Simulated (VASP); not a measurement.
# Cd in VASP: reference runs

How does Cd come out in PBE? The cell is run as given.

All numbers are computed with VASP 6.6.1; they aren't measurements. Logs are shortened: lines on timing, memory, paths and dates and some standing lists are left out, and cuts for length are marked.

## 1. The cell of the first run

The cell holds a slab with vacuum, 4 atoms: a = 2.979 Å, b = 2.979 Å, c = 23.426 Å, α = 90.00°, β = 90.00°, γ = 120.00°.

The slab is cut from a database's or a generator's crystal, which needn't be the stable form of the element.

## 2. Single point, PBE (the (0 0 1) slab of Cd, cut from the database cell, not relaxed)

The input, INCAR:

```
SYSTEM = Cd
PREC = Accurate
ENCUT = 520
EDIFF = 1E-7
ISMEAR = -1
SIGMA = 0.05
LREAL = .False.
LASPH = .True.
NELM = 60
ALGO = Normal
ISIF = 2
LWAVE = .False.
LCHARG = .False.
LDIPOL = .True.
IDIPOL = 3
DIPOL = 0.5 0.5 0.500
GGA = PE
NBANDS = 32
```

The input, KPOINTS:

```
Automatic mesh
0
Gamma
  10 10 1
  0 0 0
```

The input, POSCAR:

```
Cd
1.0
    2.9788725081      0.0000000000      0.0000000000
   -1.4894362541      2.5797792666      0.0000000000
    0.0000000000      0.0000000000     23.4264750000
Cd
4
Direct
    0.6666666667      0.3333333334      0.3201505988
    0.3333333333      0.6666666666      0.4400501996
    0.6666666667      0.3333333334      0.5599498004
    0.3333333333      0.6666666666      0.6798494012
```

Potentials or basis: VASP PAW PBE potentials, release 64 (Cd).

On the command line:

```bash
> cat potpaw_PBE.64/Cd/POTCAR > POTCAR
> mpirun -np 1 vasp_std > vasp.out
```

OUTCAR:

```text
SYSTEM = Cd
   PREC = Accurate
   ENCUT = 520
   EDIFF = 1E-7
   ISMEAR = -1
   LREAL = .False.
   LASPH = .True.
   NELM = 60
   ISIF = 2
   GGA = PE

 ion  position               nearest neighbor table
   1  0.667  0.333  0.320-   2 3.29   2 3.29   2 3.29
   2  0.333  0.667  0.440-   3 3.29   1 3.29   3 3.29   1 3.29   3 3.29   1 3.29
   3  0.667  0.333  0.560-   2 3.29   4 3.29   2 3.29   4 3.29   2 3.29   4 3.29
   4  0.333  0.667  0.680-   3 3.29   3 3.29   3 3.29

  LATTYP: Found a hexagonal cell.
 ALAT       =     2.9788725081
 C/A-ratio  =     7.8642086683

  Lattice vectors:

 A1 = (   2.9788725081,   0.0000000000,   0.0000000000)
 A2 = (  -1.4894362541,   2.5797792666,   0.0000000000)
 A3 = (   0.0000000000,   0.0000000000,  23.4264750000)

Analysis of symmetry for initial positions (statically):
=====================================================================
 Subroutine PRICEL returns:
 Original cell was already a primitive cell.

 Routine SETGRP: Setting up the symmetry group for a
 hexagonal supercell.

 Subroutine GETGRP returns: Found 12 space group operations
 (whereof 12 operations were pure point group operations)
 out of a pool of 24 trial point group operations.

The static configuration has the point symmetry D_3d.

Analysis of symmetry for dynamics (positions and initial velocities):
=====================================================================
 Subroutine PRICEL returns:
 Original cell was already a primitive cell.

 Routine SETGRP: Setting up the symmetry group for a
 hexagonal supercell.

 Subroutine GETGRP returns: Found 12 space group operations
 (whereof 12 operations were pure point group operations)
 out of a pool of 24 trial point group operations.

The dynamic configuration has the point symmetry D_3d.

 Subroutine INISYM returns: Found 12 space group operations
 (whereof 12 operations are pure point group operations),
 and found     1 'primitive' translations

----------------------------------------------------------------------------------------

[... 85 lines left out ...]
   EDIFF  = 0.1E-06   stopping-criterion for ELM
   LREAL  =      F    real-space projection
   EDIFFG = 0.1E-05   stopping-criterion for IOM
   NSW    =      0    number of steps for IOM
   IBRION =     -1    ionic relax: 0-MD 1-quasi-New 2-CG
   NFREE  =      0    steps in history (QN), initial steepest desc. (CG)
   ISIF   =      2    stress and relaxation
   ISYM   =      2    0-nonsym 1-usesym 2-fastsym
   POTIM  = 0.5000    time-step for ionic-motion
   TEBEG  =    0.0;   TEEND  =   0.0 temperature during run
   PSTRESS=    0.0 pullay stress
   NELECT =      48.0000    total number of electrons
   NUPDOWN=      -1.0000    fix difference up-down
   EMIN   =  10.00;   EMAX   =-10.00  energy-range for DOS
   EFERMI =   0.00;   METHOD = LEGACY
   ISMEAR =    -1;   SIGMA  =   0.05  broadening in eV -4-tet -1-fermi 0-gaus
   EFERMI_NEDOS =   21; number of points for ismear=-14 and -15
   IALGO  =     38    algorithm
   IMIX   =      4    mixing-type and parameters
     AMIX     =   0.40;   BMIX     =  1.00
     AMIX_MAG =   1.60;   BMIX_MAG =  1.00
  volume/ion in A,a.u.               =      45.01       303.72
  Fermi-wavevector in a.u.,A,eV,Ry     =   1.053678  1.991164 15.105709  1.110238
  Thomas-Fermi vector in A             =   2.188809
   LORBIT       =      0    0 simple, 1 ext, 2 COOP (PROOUT), +10 PAW based schemes
   GGA     = PE    functional components
   LHFCALC =     F    Hartree Fock is set to
   AEXX    =    0.0000 exact exchange contribution
   IVDW    =     0    specifies the selected vdW correction
   LEPSILON=     F    determine dielectric tensor
   LRPA    =     F    only Hartree local field effects (RPA)
 non-spin polarized calculation
  energy-cutoff  :      520.00
  volume of cell :      180.03
 maximum number of plane-waves:      4923
 NGX is ok and might be reduce to    24
   NGX = 11   NGY = 11   NGZ = 87

 dipolmoment           0.000000      0.000000     -0.000000 electrons x Angstroem

 number of electron      47.9999991 magnetization

 dipolmoment           0.000000      0.000000      0.000000 electrons x Angstroem

 Free energy of the ion-electron system (eV)
  ---------------------------------------------------
  ext. energy  EPLUGINS =         0.00000000
  ---------------------------------------------------
  free energy    TOTEN  =        -2.77088342 eV

  energy without entropy =       -2.75810681  energy(sigma->0) =       -2.76449512

 E-fermi :  -0.4815     XC(G=0):  -5.9261

 val. band max:       -0.7419670852   @ k =   0.4000   0.2000   0.0000
 cond. band min:      -0.4159931911   @ k =   0.3000   0.2000   0.0000
 fundamental gap:      0.3259738941
 Fermi energy:        -0.4815295169

 k-point     1 :       0.0000    0.0000    0.0000
  band No.  band energies     occupation
      1     -10.3160      2.00000
      2     -10.2128      2.00000
      3     -10.1060      2.00000
      4     -10.0758      2.00000
      5      -9.7198      2.00000
      6      -9.7198      2.00000
[... 479 lines left out ...]
     31       4.0733      0.00000
     32       4.2945      0.00000

------------------------ aborting loop because EDIFF is reached ----------------------------------------

 vacuum level on the upper side and lower side of the slab       (xc-potential included)        -0.110        -0.110

  FORCE on cell =-STRESS in cart. coord.  units (eV):
  Direction    XX          YY          ZZ          XY          YZ          ZX
  --------------------------------------------------------------------------------------
  -------------------------------------------------------------------------------------
  Total        1.6101676      1.6101676     -0.3931487     -0.0000000      0.0000000      0.0000000
  in kB       14.3298039     14.3298039     -3.4988556     -0.0000000      0.0000000      0.0000000
  external PRESSURE =       8.3869174 kB  Pullay stress =       0.0000000 kB

 VOLUME and BASIS-vectors are now :
 -----------------------------------------------------------------------------
  energy-cutoff  :      520.00
  volume of cell :      180.03
      direct lattice vectors                 reciprocal lattice vectors
     2.978872508  0.000000000  0.000000000     0.335697482  0.193815032  0.000000000
    -1.489436254  2.579779267  0.000000000     0.000000000  0.387630063  0.000000000
     0.000000000  0.000000000 23.426475000     0.000000000  0.000000000  0.042686747

 POSITION                                       TOTAL-FORCE (eV/Angst)
 -----------------------------------------------------------------------------------
      1.48944      0.85993      7.50000        -0.000000     -0.000000      0.042835
     -0.00000      1.71985     10.30882        -0.000000      0.000000      0.010208
      1.48944      0.85993     13.11765         0.000000     -0.000000     -0.010208
     -0.00000      1.71985     15.92648         0.000000      0.000000     -0.042835
 -----------------------------------------------------------------------------------
    total drift:                                0.000000      0.000000      0.000000

  FREE ENERGIE OF THE ION-ELECTRON SYSTEM (eV)
  ---------------------------------------------------
  free  energy   TOTEN  =        -2.7708834245 eV

  energy  without entropy=       -2.7581068117  energy(sigma->0) =       -2.76449512

 vacuum level on the upper side and lower side of the slab         3.083         3.083
```

OSZICAR:

```text
N       E                     dE             d eps       ncg     rms          rms(c)
DAV:   1     0.356061917073E+03    0.35606E+03   -0.23277E+04   896   0.133E+03
DAV:   2     0.792184906414E+01   -0.34814E+03   -0.33706E+03   992   0.364E+02
DAV:   3    -0.291493694089E+01   -0.10837E+02   -0.10800E+02  1024   0.744E+01
DAV:   4    -0.295985631944E+01   -0.44919E-01   -0.44913E-01  1000   0.488E+00
[... 12 lines left out ...]
DAV:  17    -0.277087929135E+01   -0.34031E-05   -0.68800E-08   664   0.573E-04    0.333E-04
DAV:  18    -0.277088254987E+01   -0.32585E-05   -0.95551E-08   608   0.761E-04    0.194E-04
DAV:  19    -0.277088308322E+01   -0.53334E-06   -0.91167E-09   632   0.341E-04    0.577E-05
DAV:  20    -0.277088339729E+01   -0.31408E-06   -0.11642E-08   608   0.142E-04    0.541E-05
DAV:  21    -0.277088342451E+01   -0.27213E-07   -0.94135E-10   608   0.781E-05
   1 F= -.27708834E+01 E0= -.27644951E+01  d E =-.127766E-01
```

It took 96 s on 1 thread of Intel Xeon Platinum 8259CL at 2.50GHz (Skylake/Cascade Lake), shared host; peak memory 0.32 GiB.

Results:

| Property | Result |
| --- | --- |
| Free energy | -2.7709 eV |
| Largest force | 0.043 eV/Å |
| Band gap on the k mesh | none (metal or under the smearing width) |

Forces in eV/Å, atoms in the order of the input:
```
Cd   0.000  0.000  0.043
Cd   0.000  0.000  0.010
Cd   0.000  0.000 -0.010
Cd   0.000  0.000 -0.043
```
